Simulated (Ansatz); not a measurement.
**Si: band gap under strain, part 1 of 2**

Aim: follow the gap of Si in the database structure through these states: -5.1 % biaxial strain in x and y, free along z; -0.7 % strain along z alone. The table at the end shows which levels were run.

Code: Ansatz 0.2.0. PAW datasets, plane waves. The values are computed, spin-unpolarised, and not measurements.

## (1) The system as given

The unstrained cell was relaxed with r2SCAN; in each strained cell the atoms were relaxed again with r2SCAN. Names of k-points are those of the unstrained zone, where strain can split equivalent points. First state: -5.1 % biaxial strain in x and y, free along z.

Space group I4_1/amd (No. 141), tetragonal; a = 3.654 Å, c = 5.646 Å in the conventional setting, 18.84 Å³ an atom. Around Si lie 4 Si at 2.31 Å.

Coordinates:

```cif
data_structure
_symmetry_space_group_name_H-M 'I4_1/amd:1'
_symmetry_Int_Tables_number 141
_cell_length_a 3.6537
_cell_length_b 3.6537
_cell_length_c 5.6464
_cell_angle_alpha 90.000
_cell_angle_beta 90.000
_cell_angle_gamma 90.000
_cell_volume 75.38
loop_
_atom_site_label
_atom_site_type_symbol
_atom_site_symmetry_multiplicity
_atom_site_Wyckoff_symbol
_atom_site_fract_x
_atom_site_fract_y
_atom_site_fract_z
_atom_site_occupancy
Si1 Si 4 a 0.00000 0.50000 0.25000 1
```

## (2) -5.1 % biaxial strain in x and y, free along z: PBE

File input.yaml:

```yaml
crystal:
  lattice:
    - [0.0, 2.5835638434, 2.8231982916]
    - [2.5835638434, 0.0, 2.8231982916]
    - [2.5835638434, 2.5835638434, 0.0]
  atoms:
    - { symbol: Si, position: [0.25, 0.25, 0.25] }
    - { symbol: Si, position: [0.0, 0.0, 0.0] }
kpoints:
  mp_grid: { grid: [8, 8, 8] }
  band_path:
    path:
      - [0.0, 0.0, 0.0]
      - [0.5, 0.0, 0.5]
      - [0.625, 0.25, 0.625]
      - [0.375, 0.375, 0.75]
      - [0.5, 0.5, 0.5]
      - [0.5, 0.25, 0.75]
      - [0.0, 0.421875, 0.421875]
    npoints: 1
hamiltonian:
  xc: pbe
scf:
  occupations: { method: fermi_dirac, width: 0.02 }
  n_extra_bands: 4
output:
  forces: true
  stress: true
  eigenvalues: true
```

Started as:

```
> ansatz run input.yaml --threads 4 --pin off --max-ram 5529MiB --backend cpu --events-out ev --progress --plain --runs-dir out
```

Output, cut to the lines that bear on the results:

```text
Warning: RAYON_NUM_THREADS=4 ignored (pool sized by the plan → 4); use --threads N
scf.n_extra_bands = 4 over 4 filled bands (N_el = 8.0): the run solves 8 bands
[...]
Pseudopotentials: kind: paw
Pseudopotential: Si, paw, valence charge 4, recommended cutoff 420 eV (normal), Si.paw.azcp
Functional definition: PBE
[...]
Crystal: 2 atoms, lattice volume = 37.689 Å³
Basis set: ecut = 420 eV, 733 PW (Γ), exchange–correlation on 54×54×50 points (8 copies of the dense FFT grid, shifted against one another)
Bands: 8, of which v1, the nominal top of the filled ones, is band 4 counted from 1 (3 counted from 0)
Symmetry: 16 space group operations
Space group: I41/amd (ITA 141), of the structure as read, at distance tolerance 3.4e-5 Å
k-points: 59 of 512
[...]
SCF iter   1: F=—  HF=-1271.469019 eV  |F-HF|=—  |Δ(HF+E_count)|=         —  Δρ=1.07e-3  dr2=5.37e-4  ethr=1.77e-3  ⟨swp⟩=6.2  Hψ=4327  notcnv=0
[...]
SCF iter   6: F=-1271.469277 eV  HF=-1271.469277 eV  |F-HF|=4.55e-13  |Δ(HF+E_count)|=   1.41e-9  Δρ=3.50e-7  dr2=2.42e-11  ethr=1.62e-11  ⟨swp⟩=1.5  Hψ=1437  notcnv=0
[...]
NSCF: frozen V_eff on 7 k-points
SCF converged after 6 iterations
Free energy (F): -1271.469277 eV
[...]
E sigma→0 (E₀):  -1271.469126 eV
Entropy (-TS):   -0.000303 eV (-0.151 meV/atom)
Fermi energy:    7.133309 eV
[...]
--- Forces (eV/Å), atoms counted from 1 ---
  atom   1  Si     0.00000000    -0.00000000     0.00000000
  atom   2  Si     0.00000000    -0.00000000     0.00000000
[...]
--- Stress (GPa, compression-positive) ---
       11.600142       0.000000       0.000000
        0.000000      11.600142       0.000000
        0.000000       0.000000       1.876354
  P = ⅓ Tr σ = 8.3589 GPa (83.589 kbar)
--- Band table (eV; the first three rows and the last of 59) ---
  k-point 0: bands = ["-5.4952", "6.4219", "7.1418", "7.1418", "9.4176", "9.4176", "9.7133", "10.8114"]
[...]
```

It took 0.66 s on 4 threads of Arm Neoverse V2, shared host; peak memory 0.28 GiB.

With PBE the last filled band overlaps the next by 0.04 eV, so there is no gap.

Near the gap, in eV above the top of the last filled band v; c is the band after it:

```
point    v−1      v     c   c+1
    Γ   0.00   0.00  2.28  2.28
    X  -3.47  -3.47  0.11  0.11
    U  -4.80  -3.05  0.64  3.55
    K  -4.83  -2.29  1.39  4.74
    L  -1.97  -1.01  1.14  3.09
    W  -4.33  -4.33  4.22  4.22
```

## (3) -5.1 % biaxial strain in x and y, free along z: r2SCAN

Edit input.yaml of step 2 so:

```diff
@@ -21,3 +21,3 @@
 hamiltonian:
-  xc: pbe
+  xc: r2scan
 scf:
```

Started as:

```
> ansatz run input.yaml --threads 4 --pin off --max-ram 5529MiB --backend cpu --events-out ev --progress --plain --runs-dir out
```

Output, cut to the lines that bear on the results:

```text
Warning: RAYON_NUM_THREADS=4 ignored (pool sized by the plan → 4); use --threads N
scf.n_extra_bands = 4 over 4 filled bands (N_el = 8.0): the run solves 8 bands
[...]
[... 1 set-up line as earlier in the session ...]
Pseudopotential: Si, paw, valence charge 4, recommended cutoff 500 eV (meta_gga), Si.paw.azcp
Functional definition: r2SCAN
[...]
Crystal: 2 atoms, lattice volume = 37.689 Å³
Basis set: ecut = 500 eV, 935 PW (Γ), exchange–correlation on 120×120×108 points (64 copies of the dense FFT grid, shifted against one another)
Bands: 8, of which v1, the nominal top of the filled ones, is band 4 counted from 1 (3 counted from 0)
[... 2 set-up lines as earlier in the session ...]
k-points: 59 of 512
[...]
SCF iter   1: F=—  HF=-1277.978410 eV  |F-HF|=—  |Δ(HF+E_count)|=         —  Δρ=3.70e-3  dr2=3.15e-3  dr2_τ=1.54e-2  ethr=1.77e-3  ⟨swp⟩=6.3  Hψ=4440  notcnv=0
[...]
SCF iter   6: F=-1277.997964 eV  HF=-1277.997964 eV  |F-HF|=2.51e-9  |Δ(HF+E_count)|=   2.87e-7  Δρ=4.24e-6  dr2=3.16e-9  dr2_τ=1.41e-11  ethr=1.25e-9  ⟨swp⟩=5.8  Hψ=2595  notcnv=0
[...]
NSCF: frozen V_eff on 7 k-points
SCF converged after 6 iterations
Free energy (F): -1277.997964 eV
[...]
E sigma→0 (E₀):  -1277.997947 eV
Entropy (-TS):   -0.000034 eV (-0.017 meV/atom)
Fermi energy:    7.168714 eV
[...]
--- Forces (eV/Å), atoms counted from 1 ---
  atom   1  Si     0.00000000     0.00000000     0.00000000
  atom   2  Si     0.00000000     0.00000000     0.00000000
[...]
--- Stress (GPa, compression-positive) ---
       10.946429       0.000000       0.000000
        0.000000      10.946429       0.000000
        0.000000       0.000000       0.005074
  P = ⅓ Tr σ = 7.2993 GPa (72.993 kbar)
--- Band table (eV; the first three rows and the last of 59) ---
  k-point 0: bands = ["-6.1529", "6.3237", "7.0920", "7.0920", "9.5232", "9.5232", "9.8521", "11.3854"]
[...]
```

Run time: 1.4 s. Hardware: 4 threads of Arm Neoverse V2, shared host; peak memory 0.4 GiB.

Gap with r2SCAN: 0.12 eV, valence top at Γ, conduction bottom at (0.00, 0.42, 0.42). Least direct gap: 2.43 eV.

Stress along x, y, z: 10.95, 10.95, 0.01 GPa (compression positive).

## (4) -5.1 % biaxial strain in x and y, free along z: HSE06

Edit input.yaml of step 3 so:

```diff
@@ -9,3 +9,3 @@
 kpoints:
-  mp_grid: { grid: [8, 8, 8] }
+  mp_grid: { grid: [6, 6, 6] }
   band_path:
@@ -21,3 +21,3 @@
 hamiltonian:
-  xc: r2scan
+  xc: hse06
 scf:
```

Started as:

```
> ansatz run input.yaml --threads 4 --pin off --max-ram 5529MiB --backend cpu --events-out ev --progress --plain --runs-dir out
```

Output, cut to the lines that bear on the results:

```text
Warning: output.stress: scf.convergence.dr2_threshold = 1e-7 eV (the SCF's general default) is looser than the 2e-10 eV advised for a printed stress (1e-10 eV for each atom of the cell: 2). What an SCF threshold leaves in a stress goes as its square root, and in the free energy as the [...]
Warning: output.stress: scf.exx.energy_threshold = 1e-6 eV is looser than the 2e-8 eV advised for a stress under a hybrid functional (1e-8 eV for each atom of the cell: 2). Every SCF of the exchange loop can meet its threshold on dr2 while the loop round them stops early: no threshold on [...]
Warning: RAYON_NUM_THREADS=4 ignored (pool sized by the plan → 4); use --threads N
scf.n_extra_bands = 4 over 4 filled bands (N_el = 8.0): the run solves 8 bands
[...]
[... 2 set-up lines as earlier in the session ...]
Functional definition: HSE06
[...]
Crystal: 2 atoms, lattice volume = 37.689 Å³
Basis set: ecut = 420 eV, 733 PW (Γ), exchange–correlation on 54×54×50 points (8 copies of the dense FFT grid, shifted against one another)
Bands: 8, of which v1, the nominal top of the filled ones, is band 4 counted from 1 (3 counted from 0)
[...]
hybrid outer 1: dexx = +3.025e-3 eV, tail = 5.37e-6 eV
[...]
Frozen-core exchange: fock
[...]
SCF iter   2: F=-1272.439149 eV  HF=-1272.439149 eV  |F-HF|=6.87e-10  |Δ(HF+E_count)|=   9.99e-9  Δρ=6.62e-6  dr2=6.83e-9  ethr=9.95e-10  ⟨swp⟩=3.7  Hψ=473  notcnv=0
[...]
hybrid outer 2: dexx = +2.195e-8 eV, tail = 1.43e-8 eV, Δε = 8.10e-4 eV (about 8.05e-5 eV left of the loop's levels)
NSCF: frozen V_eff on 7 k-points
hybrid SCF converged: 2 outer / 8 inner (+5 warm-up), last move |dexx| = 2.19e-8 eV, tail = 1.43e-8 eV
Stability not checked: this state was not tested for a lower state beside it, because the functional holds exact exchange (a hybrid, or Hartree-Fock), whose exchange loop this test does not read (fock_operator; see scf.lower_state_search)
Free energy (F): -1272.439149 eV
Frozen-core exchange: fock
[...]
E sigma→0 (E₀):  -1272.439149 eV
Fermi energy:    7.141077 eV
[...]
--- Forces (eV/Å), atoms counted from 1 ---
  atom   1  Si     0.00000000     0.00000000     0.00000000
  atom   2  Si     0.00000000     0.00000000     0.00000000
[...]
--- Stress (GPa, compression-positive) ---
       10.734959       0.000000       0.000000
        0.000000      10.734959      -0.000000
        0.000000       0.000000      -0.126572
  P = ⅓ Tr σ = 7.1144 GPa (71.144 kbar)
--- Band table (eV; the first three rows and the last of 30) ---
  k-point 0: bands = ["-7.1886", "6.0620", "6.8230", "6.8230", "9.8493", "9.8493", "10.1383", "11.4784"]
[...]
```

It took 14 s on 4 threads of Arm Neoverse V2, shared host; peak memory 0.73 GiB.

The HSE06 gap is 0.49 eV and indirect (Γ to (0.00, 0.42, 0.42)), with 2.93 eV as the least direct one.

(Continued in part 2 of 2.)
